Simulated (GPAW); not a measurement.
**NaI (Fm-3m): G0W0 on several meshes in GPAW**

Wanted: mesh dependence and cost of G0W0 for NaI (Fm-3m).

Program: GPAW 26.7.0. Level of theory: LDA and many-body steps on it, plane waves. Results are calculated unless marked as measured.

## (1) The starting structure

The structure is cubic, space group Fm-3m (No. 225). Conventional cell: a = 6.473 Å, b = 6.473 Å, c = 6.473 Å, α = 90.00°, β = 90.00°, γ = 90.00°. Nearest to Na lie 6 I at 3.24 Å. I has 6 Na at 3.24 Å nearest. Farther neighbours and most contacts between anions are not listed.

Structure file:

```xyz
2
Lattice="0.0000 3.2364 3.2364 3.2364 0.0000 3.2364 3.2364 3.2364 0.0000" Properties=species:S:1:pos:R:3 pbc="T T T"
Na    0.0000    0.0000    0.0000
I     3.2364    3.2364    3.2364
```

The cell and positions come from the Crystallography Open Database and are kept as given unless a step says otherwise. Spin-orbit coupling is left out unless a step names it.

## (2) Empty states on the mesh, 4×4×4 mesh, 445 bands

This step: GPAW 26.7.0; DFT, LDA, plane waves, PAW.

The sums over transitions need many empty states on a uniform mesh; this step solves for them.

run.py

```python
import json
import numpy as np
from gpaw.mpi import world
from gpaw import GPAW

calc = GPAW('gs.gpw').fixed_density(kpts={'size': (4, 4, 4), 'gamma': True},
    parallel={'domain': 1, 'band': 1},
    txt='nscf.txt')
calc.diagonalize_full_hamiltonian(nbands=445)
calc.write('full.gpw', mode='all')
res = {}
kpts = calc.get_ibz_k_points()
res['kpts'] = kpts
res['eigenvalues'] = [calc.get_eigenvalues(kpt=k) for k in range(len(kpts))]
res['n_electrons'] = calc.get_number_of_electrons()

if world.rank == 0:
    with open('result.json', 'w') as f:
        json.dump(res, f, default=lambda x: x.tolist())
```

Run with:

```
$ mpirun -n 4 gpaw python run.py
```

Numbers of over 12 decimals in the logs are rounded to 6 here.

The program printed:

```text
Diagonalizing LCAO Hamiltonian
Converting LCAO to pw mode
convergence criteria:
- Maximum integral of absolute [eigenst]ate change: 4e-08 eV^2 / valence electron
maximum number of iterations: 100

SCF iterations
|iter     |     time |      energy | eigst |  dens |
|iter:   1|  |             | +0.64 |       |
|iter:   2|  |             | +0.08 |       |
|iter:   3|  |             | -1.14 |       |
|iter:   4|  |             | -3.12 |       |
|iter:   5|  |             | -5.28 |       |
|iter:   6|  |             | -7.09 |       |
|iter:   7|  |             | -8.16c|       |
SCF steps: 7
  __  _  _
 | _ |_)|_||  |
 |__||  | ||/\| - 26.7.0

Input parameters:
  mode=PW(ecut=450.000000),
  convergence={'density': 1e-06, 'bands': -3},
  gpts=array([24, 24, 24]),
  kpts=MonkhorstPack(size=(4, 4, 4), gamma=True),
  maxiter=100,
  nbands=14,
  occupations=Occupations(name='fermi-dirac', width=0.001, fixmagmom=False),
  parallel={'domain': 1, 'band': 1},
  xc=XC(name='LDA')
Matrix size: 1475x1475
# Writing to full.gpw (mode='all')
  [... matrices ...]

timing:  # [seconds]
  Total: 6.507  # ━━━━━━━━━━━━━━━━━━━━━━━━━━━━━━━━━━━━━━━━━━━━━━━━━━━━━━━━━━━
```

Elapsed: 9.2 s, on 4 MPI ranks of Arm Neoverse V2, shared host; peak memory 1.4 GiB.

This step gave:

| Quantity | Value |
| --- | --- |
| gap | 3.345 eV |
| k of the valence top | 0, 0, 0 |
| k of the conduction bottom | 0, 0, 0 |
| least direct gap | 3.345 eV |
| k points computed | 8 |
| lowest point of the top converged band, above the valence top | 193.9935 eV |

On this mesh the gap is 3.345 eV.

## (3) 4×4×4

G0W0 replaces the xc potential by the self-energy, built once from these orbitals. Only a window of levels is corrected, while the sums run over the empty bands that the input names.

This step: G0W0 on LDA, plane waves, PAW.

run.py

```python
import json
import numpy as np
from gpaw.mpi import world
from gpaw.response.g0w0 import G0W0

gw = G0W0('full.gpw',
    filename='gw',
    kpts=[0],
    bands=(5, 9),
    ecut=60,
    nbands=71,
    integrate_gamma='WS',
    ppa=True)
gw.calculate()
res = {mode: {k: v for k, v in r.items() if k != 'sigma_eskwn'}
       for mode, r in gw.all_results.items()}

if world.rank == 0:
    with open('result.json', 'w') as f:
        json.dump(res, f, default=lambda x: x.tolist())
```

Run with:

```
$ mpirun -n 4 gpaw python run.py
```

The program printed:

```text
Using integrator: PointIntegrator
FrequencyGridDescriptor(from 0.000+0.000j to 0.000+27.211j eV, 2 points)
Nonperiodic BCs:  [False False False]
Using integrator: PointIntegrator
FrequencyGridDescriptor(from 0.000+0.000j to 0.000+27.211j eV, 2 points)
Nonperiodic BCs:  [False False False]
  ___  _ _ _
 |   || | | |
 | | || | | |
 |__ ||_____|
 |___|

BZ k-points: Symmetries present (total): 48

  [... matrices ...]
64 k-points: 4 x 4 x 4 Monkhorst-Pack grid + [1/8,1/8,1/8]
8 k-points in the irreducible part of the Brillouin zone
       k-points in crystal coordinates                weights
   0:     0.00000000    0.00000000    0.00000000          1/64
   1:     0.25000000    0.25000000    0.00000000          6/64
   2:     0.25000000    0.25000000    0.25000000          8/64
   3:     0.50000000    0.25000000   -0.25000000          6/64
   4:     0.50000000    0.25000000    0.25000000         12/64
   5:     0.50000000    0.50000000    0.00000000          3/64
   6:     0.50000000    0.50000000    0.25000000         24/64
   7:     0.50000000    0.50000000    0.50000000          4/64

Distributing spins, k-points and bands (1 x 1 x 4) over 4 processes
Number of blocks: 1

Quasi particle states:
k-points (IBZ indices): [0]
Band range: (5, 9)
  [... matrices ...]
Computational parameters:
Plane wave cut-off: 60 eV
Number of bands: 71
Coulomb cutoff: None
Broadening: 0.1 eV

fxc modes: GW
Kernel: RPA
Using Godby-Needs plasmon-pole approximation:
  Fitting energy: i*E0, E0 = 1.000 Hartree
Summing all q:

Calculating screened Coulomb potential
No Coulomb truncation
FrequencyGridDescriptor(from 0.000+0.000j to 0.000+27.211j eV, 2 points)
Removing empty qpoint cache files...

Calculating chi0 body with:
    Ground state adapter containing:
    Number of spins: 1
    Number of kpoints: 64
    Number of irreducible kpoints: 8
    Number of completely occupied states: 7
    Number of partially occupied states: 7
    Occupied states memory: 1.4765625 M / cpu

    Linear response parametrization:
    q_c: [0.0, 0.0, 0.0]
    Number of frequency points: 2
    Planewave cutoff: 60.0
    Number of bands: 71
    Number of planewaves: 65
    Broadening (eta): 1e-06
    comm.size: 4
    kncomm.size: 4
    blockcomm.size: 1

    Memory estimate of potentially large arrays:
        chi0_wGG: 0.128937 M / cpu
Integrating chi0 body.

Symmetries of q_c:
    Direct symmetries (Uq -> q): 48
    Indirect symmetries (TUq -> q): 0
In total 48 allowed symmetries.

  [... matrices ...]
8 groups of equivalent kpoints. 87.5% reduction.

Integral kind: response function
Integrating chi0 head and wings.

Symmetries of q_c:
    Direct symmetries (Uq -> q): 48
    Indirect symmetries (TUq -> q): 0
In total 48 allowed symmetries.

  [... matrices ...]
8 groups of equivalent kpoints. 87.5% reduction.

Integral kind: response function wings

Calculating chi0 body with:
    Ground state adapter containing:
    Number of spins: 1
    Number of kpoints: 64
    Number of irreducible kpoints: 8
    Number of completely occupied states: 7
    Number of partially occupied states: 7
    Occupied states memory: 1.4765625 M / cpu

    Linear response parametrization:
[... the further q-points ...]

Results:
f:      Occupation numbers
eps:     KS-eigenvalues [eV]
vxc:     KS vxc [eV]
exx:     Exact exchange [eV]
sigma:   Self-energies [eV]
dsigma:  Self-energy derivatives
Z:       Renormalization factors
qp:      QP-energies [eV]

k-point 0 (0): (0.000, 0.000, 0.000)                GW
band       f     eps     vxc     exx   sigma  dsigma       Z      qp
                                                                   GW
   5   1.000   0.450 -14.843 -17.553   1.702  -0.231   0.813  -0.368
   6   1.000   0.450 -14.843 -17.553   1.702  -0.231   0.813  -0.368
   7   0.000   3.795  -9.635  -5.434  -2.889  -0.187   0.842   4.899
   8   0.000   8.289  -8.164  -3.700  -3.292  -0.199   0.834   9.266
```

Run time: 11 s. Hardware: 4 MPI ranks; peak memory 0.98 GiB.

This step gave:

| Property | Result |
| --- | --- |
| G0W0 gap on the points computed | 5.268 eV |
| least direct G0W0 gap on the computed points | 5.268 eV |
| Z at the valence top | 0.8125 |
| Z at the conduction bottom | 0.8424 |
| starting gap on the mesh | 3.345 eV |
| k of the valence top | 0, 0, 0 |
| k of the conduction bottom | 0, 0, 0 |

The gap on the mesh goes from 3.34 eV to 5.27 eV, a correction of +1.92 eV.

## (4) Empty states on the mesh, 6×6×6 mesh, 81 bands

This step: DFT, LDA, plane waves, PAW.

run.py

```python
import json
import numpy as np
from gpaw.mpi import world
from gpaw import GPAW

calc = GPAW('gs.gpw').fixed_density(kpts={'size': (6, 6, 6), 'gamma': True},
    nbands=94,
    convergence={'bands': 81},
    txt='nscf.txt')
calc.write('full.gpw', mode='all')
res = {}
kpts = calc.get_ibz_k_points()
res['kpts'] = kpts
res['eigenvalues'] = [calc.get_eigenvalues(kpt=k) for k in range(len(kpts))]
res['n_electrons'] = calc.get_number_of_electrons()

if world.rank == 0:
    with open('result.json', 'w') as f:
        json.dump(res, f, default=lambda x: x.tolist())
```

Run with:

```
$ mpirun -n 4 gpaw python run.py
```

The program printed:

```text
Diagonalizing LCAO Hamiltonian
Converting LCAO to pw mode
convergence criteria:
- Maximum integral of absolute [eigenst]ate change: 4e-08 eV^2 / valence electron
maximum number of iterations: 100

SCF iterations
|iter     |     time |      energy | eigst |  dens |
|iter:   1|  |             | +4.18 |       |
|iter:   2|  |             | +2.98 |       |
|iter:   3|  |             | +1.85 |       |
[...]
|iter:  16|  |             | -6.75 |       |
|iter:  17|  |             | -7.21 |       |
|iter:  18|  |             | -7.42c|       |
SCF steps: 18
  __  _  _
 | _ |_)|_||  |
 |__||  | ||/\| - 26.7.0

Input parameters:
  mode=PW(ecut=450.000000),
  convergence={'bands': 81},
  gpts=array([24, 24, 24]),
  kpts=MonkhorstPack(size=(6, 6, 6), gamma=True),
  maxiter=100,
  nbands=94,
  occupations=Occupations(name='fermi-dirac', width=0.001, fixmagmom=False),
  parallel={},
  xc=XC(name='LDA')
# Writing to full.gpw (mode='all')
  [... matrices ...]

timing:  # [seconds]
  Total: 0.043  # ━━━━━━━━━━━━━━━━━━━━━━━━━━━━━━━━━━━━━━━━━━━━━━━━━━━━━━━━━━━
```

The job ended after 18 s (4 MPI ranks; peak memory 0.7 GiB).

This step gave:

- gap: 3.345 eV
- k of the valence top: 0, 0, 0
- k of the conduction bottom: 0, 0, 0
- least direct gap: 3.345 eV
- k points computed: 16
- lowest point of the top converged band, above the valence top: 57.3594 eV

On this mesh the gap is 3.345 eV.

## (5) 6×6×6

This step: G0W0 on LDA, plane waves, PAW.

run.py

```python
import json
import numpy as np
from gpaw.mpi import world
from gpaw.response.g0w0 import G0W0

gw = G0W0('full.gpw',
    filename='gw',
    kpts=[0],
    bands=(5, 9),
    ecut=60,
    nbands=71,
    integrate_gamma='WS',
    ppa=True)
gw.calculate()
res = {mode: {k: v for k, v in r.items() if k != 'sigma_eskwn'}
       for mode, r in gw.all_results.items()}

if world.rank == 0:
    with open('result.json', 'w') as f:
        json.dump(res, f, default=lambda x: x.tolist())
```

Run with:

```
$ mpirun -n 4 gpaw python run.py
```

The program printed:

```text
Using integrator: PointIntegrator
FrequencyGridDescriptor(from 0.000+0.000j to 0.000+27.211j eV, 2 points)
Nonperiodic BCs:  [False False False]
Using integrator: PointIntegrator
FrequencyGridDescriptor(from 0.000+0.000j to 0.000+27.211j eV, 2 points)
Nonperiodic BCs:  [False False False]
  ___  _ _ _
 |   || | | |
 | | || | | |
 |__ ||_____|
 |___|

BZ k-points: Symmetries present (total): 48

  [... matrices ...]
216 k-points: 6 x 6 x 6 Monkhorst-Pack grid + [1/12,1/12,1/12]
16 k-points in the irreducible part of the Brillouin zone
       k-points in crystal coordinates                weights
   0:     0.00000000    0.00000000    0.00000000          1/216
   1:     0.16666667    0.16666667    0.00000000          6/216
   2:     0.16666667    0.16666667    0.16666667          8/216
[...]
9:     0.50000000    0.33333333   -0.16666667         12/216
          ...
  15:     0.50000000    0.50000000    0.50000000          4/216

Distributing spins, k-points and bands (1 x 1 x 4) over 4 processes
Number of blocks: 1

Quasi particle states:
k-points (IBZ indices): [0]
Band range: (5, 9)
  [... matrices ...]
Computational parameters:
Plane wave cut-off: 60 eV
Number of bands: 71
Coulomb cutoff: None
Broadening: 0.1 eV

fxc modes: GW
Kernel: RPA
Using Godby-Needs plasmon-pole approximation:
  Fitting energy: i*E0, E0 = 1.000 Hartree
Summing all q:

Calculating screened Coulomb potential
No Coulomb truncation
FrequencyGridDescriptor(from 0.000+0.000j to 0.000+27.211j eV, 2 points)
Removing empty qpoint cache files...

Calculating chi0 body with:
    Ground state adapter containing:
    Number of spins: 1
    Number of kpoints: 216
    Number of irreducible kpoints: 16
    Number of completely occupied states: 7
    Number of partially occupied states: 7
    Occupied states memory: 1.4765625 M / cpu

    Linear response parametrization:
    q_c: [1.3877787807814457e-17, 1.3877787807814457e-17, 1.3877787807814457e-17]
    Number of frequency points: 2
    Planewave cutoff: 60.0
    Number of bands: 71
    Number of planewaves: 65
    Broadening (eta): 1e-06
    comm.size: 4
    kncomm.size: 4
    blockcomm.size: 1

    Memory estimate of potentially large arrays:
        chi0_wGG: 0.128937 M / cpu
Integrating chi0 body.

Symmetries of q_c:
    Direct symmetries (Uq -> q): 48
    Indirect symmetries (TUq -> q): 0
In total 48 allowed symmetries.

  [... matrices ...]
16 groups of equivalent kpoints. 92.592593% reduction.

Integral kind: response function
Integrating chi0 head and wings.

Symmetries of q_c:
    Direct symmetries (Uq -> q): 48
    Indirect symmetries (TUq -> q): 0
In total 48 allowed symmetries.

  [... matrices ...]
16 groups of equivalent kpoints. 92.592593% reduction.

Integral kind: response function wings

Calculating chi0 body with:
    Ground state adapter containing:
    Number of spins: 1
    Number of kpoints: 216
    Number of irreducible kpoints: 16
    Number of completely occupied states: 7
    Number of partially occupied states: 7
[... the further q-points ...]

Results:
f:      Occupation numbers
eps:     KS-eigenvalues [eV]
vxc:     KS vxc [eV]
exx:     Exact exchange [eV]
sigma:   Self-energies [eV]
dsigma:  Self-energy derivatives
Z:       Renormalization factors
qp:      QP-energies [eV]

k-point 0 (0): (0.000, 0.000, 0.000)                GW
band       f     eps     vxc     exx   sigma  dsigma       Z      qp
                                                                   GW
   5   1.000   0.450 -14.843 -17.520   1.680  -0.232   0.812  -0.359
   6   1.000   0.450 -14.843 -17.520   1.680  -0.232   0.812  -0.359
   7   0.000   3.795  -9.635  -5.489  -2.845  -0.186   0.844   4.892
   8   0.000   8.289  -8.164  -3.707  -3.280  -0.197   0.835   9.272
```

Run time: 51 s. Hardware: 4 MPI ranks; peak memory 1.4 GiB; 3.4 min of CPU time.

This step gave:

```
G0W0 gap on the points computed              : 5.251 eV
least direct G0W0 gap on the computed points : 5.251 eV
Z at the valence top                         : 0.8116
Z at the conduction bottom                   : 0.8435
starting gap on the mesh                     : 3.345 eV
k of the valence top                         : 0, 0, 0
k of the conduction bottom                   : 0, 0, 0
```

Against G0W0 in GPAW (4×4×4 mesh, 71 bands, screening to 60 eV, Godby-Needs plasmon pole), the gap moves by −0.017 eV.

## (6) The runs together

Times are wall times on 4 MPI ranks of Arm Neoverse V2, shared host, good to a factor of about two.

```
  run   mesh  bands  screening cutoff (eV)  DFT gap (eV)  gap on the mesh (eV)  direct (eV)  time
4×4×4  4×4×4     71                     60         3.345                 5.268        5.268  11 s
6×6×6  6×6×6     71                     60         3.345                 5.251        5.251  51 s
```

## (7) Summary of results

```json
{
 "4×4×4": "5.268 eV",
 "6×6×6": "5.251 eV",
 "known limits": "not at the basis limit; no spin-orbit coupling"
}
```

**Reading.** 6×6×6: −0.017 eV against 4×4×4. Bands and cutoff are finite, so the gap is not at the basis limit. The miss can reach some tenths of an eV and take either sign; the mesh is an error of its own. These stock PAW sets were not made for GW; the filled d or f shell of I lies in the frozen core, which bears on start and correction. In the G0W0 runs levels were corrected at 1 k point alone, so a gap called «on the mesh» is the least over those, and an edge elsewhere would be missed. The many-body steps are scalar-relativistic: spin-orbit coupling is not in them.

[Paths, hosts, dates, memory and timing lines, banners, echoed tables and standing remarks are left out of the program output.]

[Logs are printed without paths, hosts, clocks, repeated set-up lines and the standing remarks that a program may print on its own settings, such as how far it seeks lower states.]

[Runs of the session that timed out or met a known fault of the program may be left out.]

[Hosts, paths, dates, database ids (printed as entryN), source tags and the programs' standing remarks are cut or masked in the printed files.]
